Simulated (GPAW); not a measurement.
# Zr (P6_3/mmc) in GPAW: notebook

One crystal, Zr, is run at these levels: PBE; tasks: optical spectrum.

Program: GPAW 26.7.0. These are calculated values, not measurements. Logs are shortened: lines on timing, memory, paths and dates and some standing lists are left out, and cuts for length are marked. The log counts tension as positive stress, the text compression.

### Step 1. Starting point

Symmetry: P6_3/mmc, No. 194, hexagonal system. The conventional cell has a = 3.166 Å, b = 3.166 Å, c = 5.042 Å, α = 90.00°, β = 90.00°, γ = 120.00°. Around Zr (site symmetry -6m2) lie 12 Zr at 3.11 to 3.17 Å.

### Step 2. Optical spectrum, PBE

Input file run.py:

```python
from ase.dft.bandgap import bandgap
from ase.io import read, write
from gpaw import GPAW, PW
from gpaw.response.df import DielectricFunction

atoms = read('POSCAR')

calc = GPAW(mode=PW(450),
            xc='PBE',
            kpts={'size': (8, 8, 4), 'gamma': True},
            occupations={'name': 'fermi-dirac', 'width': 0.05},
            nbands=24,
            convergence={'density': 1e-06},
            maxiter=150,
            txt='gpaw.txt')
atoms.calc = calc
energy = atoms.get_potential_energy()
calc.write('gs.gpw')
write('result.traj', atoms)
print(f'Energy: {energy:.6f} eV')
print('Fermi level:', round(calc.get_fermi_level(), 4), 'eV')
print(f'Gap: {bandgap(calc)[0]:.4f} eV, direct: {bandgap(calc, direct=True)[0]:.4f} eV')

dense = calc.fixed_density(kpts={'size': (17, 17, 9), 'gamma': True},
                           nbands=38, convergence={'bands': 32, 'eigenstates': 1e-7},
                           update_fermi_level=True, txt='dense.txt')
dense.write('dense.gpw', mode='all')

df = DielectricFunction('dense.gpw', frequencies={'type': 'nonlinear', 'domega0': 0.05, 'omega2': 10},
                        eta=0.1, ecut=50, nbands=32, rate='eta', txt='df.txt')
for direction in ['x', 'z']:
    df.get_dielectric_function(xc='RPA', direction=direction, filename=f'df_{direction}.csv')
```

Input file POSCAR:

```
Zr
1.0
    3.1660223034      0.0000000000      0.0000000000
   -1.5830111517      2.7418557436      0.0000000000
    0.0000000000      0.0000000000      5.0419297016
Zr
2
Direct
    0.6666666667      0.3333333333      0.7500000000
    0.3333333333      0.6666666667      0.2500000000
```

Potentials or basis: GPAW PAW data sets (gpaw-data 1.2.1), pw.

Started as:

```sh
OMP_NUM_THREADS=1 python run.py
```

gpaw.txt:

```text
__  _  _
 | _ |_)|_||  |
 |__||  | ||/\| - 26.7.0

Input parameters:
  mode=PW(ecut=450.00000000000006),
  convergence={'density': 1e-06},
  kpts=MonkhorstPack(size=(8, 8, 4), gamma=True),
  maxiter=150,
  nbands=24,
  occupations=Occupations(name='fermi-dirac', width=0.05),
  xc=XC(name='PBE')

Diagonalizing LCAO Hamiltonian
Converting LCAO to pw mode

           Zr

        Zr

Atoms  # Å, Bohr magnetons
|   | symbol |         x |        y |        z |    initial magnetic moments |
|---|--------|-----------|----------|----------|-----------------------------|
| 0 |     Zr |  1.583011 | 0.913952 | 3.781447 | ( 0.0000,  0.0000,  0.0000) |
| 1 |     Zr | -0.000000 | 1.827904 | 1.260482 | ( 0.0000,  0.0000,  0.0000) |

Unit cell  # Å
| periodic |         x |        y |        z |  lengths |     angles |
|----------|-----------|----------|----------|----------|------------|
|      yes |  3.166022 | 0.000000 | 0.000000 | 3.166022 |  90.000000 |
|      yes | -1.583011 | 2.741856 | 0.000000 | 3.166022 |  90.000000 |
|      yes |  0.000000 | 0.000000 | 5.041930 | 5.041930 | 120.000000 |

Number of symmetries: 12
Symmetry operations  # r_c * U_cc + t_c -> r_c
|    | kind |            matrix            |
|----|------|------------------------------|
|  0 |  σ   |  1, 1, 0,  0,-1, 0,  0, 0, 1 |
|  1 |  S6  |  1, 1, 0, -1, 0, 0,  0, 0,-1 |
|  2 |  E   |  1, 0, 0,  0, 1, 0,  0, 0, 1 |
|  3 |  C2  |  1, 0, 0, -1,-1, 0,  0, 0,-1 |
|  4 |  C2  |  0, 1, 0,  1, 0, 0,  0, 0,-1 |
|  5 |  C3  |  0, 1, 0, -1,-1, 0,  0, 0, 1 |
|  6 |  S6  |  0,-1, 0,  1, 1, 0,  0, 0,-1 |
|  7 |  σ   |  0,-1, 0, -1, 0, 0,  0, 0, 1 |
|  8 |  σ   | -1, 0, 0,  1, 1, 0,  0, 0, 1 |
|  9 |  i   | -1, 0, 0,  0,-1, 0,  0, 0,-1 |
| 10 |  C3  | -1,-1, 0,  1, 0, 0,  0, 0, 1 |
| 11 |  C2  | -1,-1, 0,  0, 1, 0,  0, 0,-1 |

BZ-sampling:
  Number of BZ points: 256
  Number of IBZ points: 35

  Monkhorst-Pack size: [8, 8, 4]
  Monkhorst-Pack shift: [0.0625, 0.0625, 0.125]

K-points  # in reciprocal-cell coordinates
|     |                                coordinates |     weight |
|-----|--------------------------------------------|------------|
|   0 | (  0.00000000,   0.00000000,   0.00000000) | 0.00390625 |
|   1 | (  0.00000000,   0.00000000,   0.25000000) | 0.00781250 |
|   2 | (  0.00000000,   0.00000000,   0.50000000) | 0.00390625 |
|   3 | (  0.12500000,   0.00000000,  -0.25000000) | 0.02343750 |
|   4 | (  0.12500000,   0.00000000,   0.00000000) | 0.02343750 |
|   5 | (  0.12500000,   0.00000000,   0.25000000) | 0.02343750 |
|   6 | (  0.12500000,   0.00000000,   0.50000000) | 0.02343750 |
|   7 | (  0.25000000,  -0.12500000,   0.00000000) | 0.02343750 |
|   8 | (  0.25000000,  -0.12500000,   0.25000000) | 0.04687500 |
|   9 | (  0.25000000,  -0.12500000,   0.50000000) | 0.02343750 |
| ... |                                            |            |
|  34 | (  0.50000000,   0.50000000,   0.50000000) | 0.01171875 |

Plane wave coefficients: 966
Cutoff: 450.00000000000006 eV

Spin-components: 1 (collinear spins)
Bands:           24
Projectors:      12
Spin-degeneracy: 2
Datatype:        complex128

Parallelization:
  kpt:    1
  domain: 1
  band:   1

Density:
  Valence electrons: 24.0
  Components: 1
  Grid points: [16 16 25]
  Charge: 0.0  # |e|

Potential:
  Grid points: [16 16 25]

species:
  Zr:
    name:    Zirconium
    Z:       40.0
    valence: 12
    core:    28
    charge:  0.0  # [|e|]
    compensation charges:
      type: gauss
      rc: 0.40  # [Å]
      lmax: 2
    cutoffs:
      filter: 2.39  # [Å]
      core: 1.59  # [Å]
    projectors
    | kind |    occ | energy [eV] | rcut [Å] |
    |------|--------|-------------|----------|
    |   4s |  2.000 |     -54.478 |    1.323 |
    |   5s |  2.000 |      -4.438 |    1.323 |
    |   4p |  6.000 |     -32.467 |    1.334 |
    |   5p |  0.000 |      -1.470 |    1.334 |
    |   4d |  2.000 |      -3.600 |    1.244 |
    |    d |        |      23.611 |    1.244 |

    Using partial waves for Zr as LCAO basis

Reference energy: -195787.142470  # eV

eigensolver:
  PPCG
  Converge bands: occupied
  niter=2

density mixing:
  MSR1-Mixer
  Pratt-step length: 0.05
  Maximum mixing coefficient: 0.75
  Old densities: 10
  SVD Regularization: 0.005
  Good broyden scale: 1.0
  Trust region scale: 1.0
  Backstep threshold: 4.0
  History deletion threshold: 6.0
  Fourier metric: weight=20.0, sigma=0.015

occupation numbers:
  Fermi-Dirac:
    width: 0.0500  # eV

poisson solver:
  ecut: 3600.0000000000005  # eV

xc functional:
  name: PBE with 2 nearest neighbor stencil

convergence criteria:
- Maximum integral of absolute [dens]ity change: 1e-06 electrons / valence electron
- Maximum [total energy] change in last 3 cyles: 0.0005 eV / valence electron
- Maximum integral of absolute [eigenst]ate change: 4e-08 eV^2 / valence electron
maximum number of iterations: 150

SCF iterations
|iter     | |      energy | eigst |  dens |
|---------|-|-------------|-------|-------|
|iter:   1| |  -14.972924 | -0.04 |       |
|iter:   2| |  -14.930810 | -1.72 | -1.31 |
|iter:   3| |  -14.698447 | -1.51 | -1.34 |
|iter:   4| |  -14.701732 | -2.87 | -1.95 |
|iter:   5| |  -14.703372c| -4.15 | -2.35 |
|iter:   6| |  -14.703373c| -5.12 | -3.33 |
|iter:   7| |  -14.703359c| -5.97 | -3.52 |
|iter:   8| |  -14.703362c| -7.67c| -4.28 |
|iter:   9| |  -14.703362c| -7.95c| -5.03 |
|iter:  10| |  -14.703362c| -8.71c| -5.62 |
|iter:  11| |  -14.703362c| -9.07c| -6.51c|

Converged in 11 steps
Energy contributions relative to reference atoms: (reference = -195787.142470)

Energy contributions:
  Kinetic:          13.978401
  Coulomb:         -13.242131
  Zero:              0.586336
  External:          0.000000
  Xc:              -16.017233
  Entropy:          -0.017472
  Spinorbit:         0.000000
  ----------------------------
  Free energy:     -14.712098
  Extrapolated:    -14.703362

dipole moment: (0.000000, 0.000001, 0.000001)  # |e|*Ang

Fermi level: 10.187
Eigenvalues  # (at kpt = [0.000, 0.000, 0.000])
| band index |      eig [eV] | occ [0-2] |
|------------|---------------|-----------|
|          0 |       -38.577 |     2.000 |
|        ... |               |           |
|          2 |       -17.232 |     2.000 |
|          3 |       -16.185 |     2.000 |
|          4 |       -16.185 |     2.000 |
|          5 |       -16.017 |     2.000 |
|          6 |       -16.017 |     2.000 |
|          7 |       -16.011 |     2.000 |
[... 8 lines left out ...]
|         16 |        12.384 |     0.000 |
|         17 |        12.384 |     0.000 |
|        ... |               |           |
|         23 |        24.016 |     0.000 |

No gap
No difference between direct/indirect transitions
# Writing to gs.gpw (mode='')
```

Run time: 3 min. Hardware: 1 thread of Arm Neoverse V1, shared host; peak memory 0.46 GiB.

Results:

| Quantity | Value |
| --- | --- |
| Free energy | -14.7121 eV |
| Band gap on the k mesh | none (metal or under the smearing width) |

Dielectric function (mean over the directions given):
| energy (eV) | real part | imaginary part |
| --- | --- | --- |
| 0.25 | -105.52 | 213.90 |
| 1.15 | -1.26 | 54.08 |
| 2.18 | -8.30 | 25.19 |
| 3.17 | -8.27 | 14.67 |
| 4.16 | -4.46 | 9.11 |
| 5.16 | -5.37 | 6.75 |
| 6.15 | -4.26 | 3.84 |
| 7.12 | -2.14 | 2.29 |
| 8.16 | -0.97 | 2.63 |
| 9.18 | -1.35 | 1.46 |
| 10.06 | -0.12 | 1.93 |
| 11.09 | -0.86 | 2.14 |
| 12.08 | -1.05 | 1.43 |
| 13.00 | -0.80 | 1.10 |
| 14.10 | -0.45 | 0.73 |
| 15.13 | -0.40 | 0.75 |
| 16.21 | -0.15 | 0.46 |
| 17.36 | 0.04 | 0.34 |
| 18.58 | 0.22 | 0.20 |
| 19.87 | 0.42 | 0.16 |

Caveat: the intraband term hangs on this k mesh; the long-wavelength limit can be off by several per cent where d states take part; independent-particle spectra lack excitons.

### Step 3. Optical spectrum, PBE

This run uses another cell than the first one, of 22.35 Å³/atom, 1.021 times its volume.

run.py is that of step 2.

Input file POSCAR:

```
Zr
1.0
    3.1883189697      0.0000000000      0.0000000000
   -1.5941594848      2.7611652231      0.0000000000
    0.0000000000      0.0000000000      5.0774374186
Zr
2
Direct
    0.6666666667      0.3333333333      0.7500000000
    0.3333333333      0.6666666667      0.2500000000
```

Potentials or basis: GPAW PAW data sets (gpaw-data 1.2.1), pw.

Started as:

```sh
OMP_NUM_THREADS=1 python run.py
```

gpaw.txt:

```text
__  _  _
 | _ |_)|_||  |
 |__||  | ||/\| - 26.7.0

Input parameters:
  mode=PW(ecut=450.00000000000006),
  convergence={'density': 1e-06},
  kpts=MonkhorstPack(size=(8, 8, 4), gamma=True),
  maxiter=150,
  nbands=24,
  occupations=Occupations(name='fermi-dirac', width=0.05),
  xc=XC(name='PBE')

Diagonalizing LCAO Hamiltonian
Converting LCAO to pw mode

           Zr

        Zr

Atoms  # Å, Bohr magnetons
|   | symbol |         x |        y |        z |    initial magnetic moments |
|---|--------|-----------|----------|----------|-----------------------------|
| 0 |     Zr |  1.594159 | 0.920388 | 3.808078 | ( 0.0000,  0.0000,  0.0000) |
| 1 |     Zr | -0.000000 | 1.840777 | 1.269359 | ( 0.0000,  0.0000,  0.0000) |

Unit cell  # Å
| periodic |         x |        y |        z |  lengths |     angles |
|----------|-----------|----------|----------|----------|------------|
|      yes |  3.188319 | 0.000000 | 0.000000 | 3.188319 |  90.000000 |
|      yes | -1.594159 | 2.761165 | 0.000000 | 3.188319 |  90.000000 |
[... 131 lines left out ...]
|iter:   3| |  -14.735402 | -1.52 | -1.34 |
|iter:   4| |  -14.737131 | -2.78 | -1.93 |
|iter:   5| |  -14.738561c| -4.16 | -2.36 |
|iter:   6| |  -14.738575c| -5.47 | -3.52 |
|iter:   7| |  -14.738574c| -6.44 | -3.87 |
|iter:   8| |  -14.738576c| -7.59c| -4.22 |
|iter:   9| |  -14.738576c| -7.76c| -5.01 |
|iter:  10| |  -14.738576c| -8.60c| -5.83 |
|iter:  11| |  -14.738576c| -8.92c| -6.44c|

Converged in 11 steps
Energy contributions relative to reference atoms: (reference = -195787.142470)

Energy contributions:
  Kinetic:          11.803343
  Coulomb:         -11.660487
  Zero:              0.583208
  External:          0.000000
  Xc:              -15.456611
  Entropy:          -0.016059
  Spinorbit:         0.000000
  ----------------------------
  Free energy:     -14.746606
  Extrapolated:    -14.738576

dipole moment: (0.000000, 0.000001, 0.000001)  # |e|*Ang

Fermi level: 9.929
Eigenvalues  # (at kpt = [0.000, 0.000, 0.000])
| band index |      eig [eV] | occ [0-2] |
|------------|---------------|-----------|
|          0 |       -38.869 |     2.000 |
|        ... |               |           |
|          2 |       -17.482 |     2.000 |
|          3 |       -16.500 |     2.000 |
|          4 |       -16.500 |     2.000 |
|          5 |       -16.343 |     2.000 |
|          6 |       -16.343 |     2.000 |
|          7 |       -16.340 |     2.000 |
[... 8 lines left out ...]
|         16 |        12.090 |     0.000 |
|         17 |        12.090 |     0.000 |
|        ... |               |           |
|         23 |        23.603 |     0.000 |

No gap
No difference between direct/indirect transitions
# Writing to gs.gpw (mode='')
```

df.txt:

```text
NonLinearFrequencyDescriptor(from 0.000 to 73.126 eV, 364 points)
NonLinearFrequencyDescriptor(from 0.000 to 73.126 eV, 364 points)

Calculating chi0 body with:
    Ground state adapter containing:
    Number of spins: 1
    Number of kpoints: 2601
    Number of irreducible kpoints: 261
    Number of completely occupied states: 10
    Number of partially occupied states: 14

    Linear response parametrization:
    q_c: [0.0, 0.0, 0.0]
[... 42 lines left out ...]
    Ground state adapter containing:
    Number of spins: 1
    Number of kpoints: 2601
    Number of irreducible kpoints: 261
    Number of completely occupied states: 10
    Number of partially occupied states: 14

Symmetries of q_c:
    Direct symmetries (Uq -> q): 12
    Indirect symmetries (TUq -> q): 0
In total 12 allowed symmetries.

Integral kind: intraband
Plasma frequency:
[[4.09+0.j 0.  -0.j 0.  +0.j]
 [0.  -0.j 4.09+0.j 0.  +0.j]
 [0.  +0.j 0.  +0.j 4.61+0.j]]

Finished calculating chi0
```

Run time: 2.9 min. Hardware: 1 thread of Arm Neoverse V1, shared host; peak memory 0.47 GiB.

What came out:

| Quantity | Value |
| --- | --- |
| Free energy | -14.7466 eV |
| Band gap on the k mesh | none (metal or under the smearing width) |

Dielectric function (mean over the directions given):
```
energy (eV)  real part  imaginary part
       0.25     -99.32          203.95
       0.88      10.18           59.19
       1.54      -1.32           39.76
       2.18      -7.63           24.67
       2.79      -8.67           17.63
       3.43      -6.66           11.68
       4.16      -4.22            9.24
       4.79      -4.97            8.50
       5.38      -5.10            6.22
       6.07      -4.26            3.85
       6.63      -3.03            2.44
       7.29      -1.93            2.37
       8.07      -0.98            2.85
       8.71      -1.72            2.10
       9.27      -0.84            1.40
       9.96      -0.06            2.13
      10.57      -0.90            2.50
      11.20      -1.14            2.19
      11.96      -0.93            1.43
      12.53      -0.84            1.16
      13.24      -0.67            0.96
      13.85      -0.47            0.73
      14.48      -0.32            0.76
      15.13      -0.37            0.58
      15.94      -0.17            0.46
      16.64      -0.08            0.36
      17.36       0.06            0.29
      18.12       0.17            0.21
      18.90       0.30            0.16
      19.87       0.44            0.16
```

Caveat: the intraband term hangs on this k mesh; the long-wavelength limit can be off by several per cent where d states take part; independent-particle spectra lack excitons.
